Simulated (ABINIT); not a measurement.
**AlN: single point with LDA**

Crystal: AlN.

```xyz
2
Lattice="0.0000 2.1840 2.1840 2.1840 0.0000 2.1840 2.1840 2.1840 0.0000" Properties=species:S:1:pos:R:3 pbc="T T T"
Al    0.0000    0.0000    0.0000
N     1.0920    1.0920    1.0920
```

Measurements of this composition are mostly on another form, of space group No. 186.

```
Program             : ABINIT 10.8.3 (patched build)
Task                : single point
Functional          : LDA
Potentials or basis : JTH PAW LDA v2.0
Cutoff              : 680 eV
k mesh              : 13 × 13 × 13
Occupations         : fermi-dirac, width 0.05 eV
Spin                : no spin polarisation
```

| Property | Result |
| --- | --- |
| Band gap on the k mesh | 3.32 eV, indirect (least direct gap 4.22 eV) |
| Valence electrons inside the program's atomic spheres | Al 0.92; N 2.63 |

Levels at points of the mesh, in eV from the valence-band top:
```tsv
k point	band 1	band 2	band 3	band 4	band 5	band 6	band 7	band 8
(0.00, 0.00, 0.00)	-14.84	0.00	0.00	0.00	4.22	12.32	12.32	12.32
```

It took 19 s on 1 thread of Arm Neoverse V1, with other jobs on the host, peak memory 0.11 GiB.

Caveat: an odd mesh through Γ misses points on the zone boundary, where band edges often lie. As with any semilocal functional, this LDA gap is likely too small.
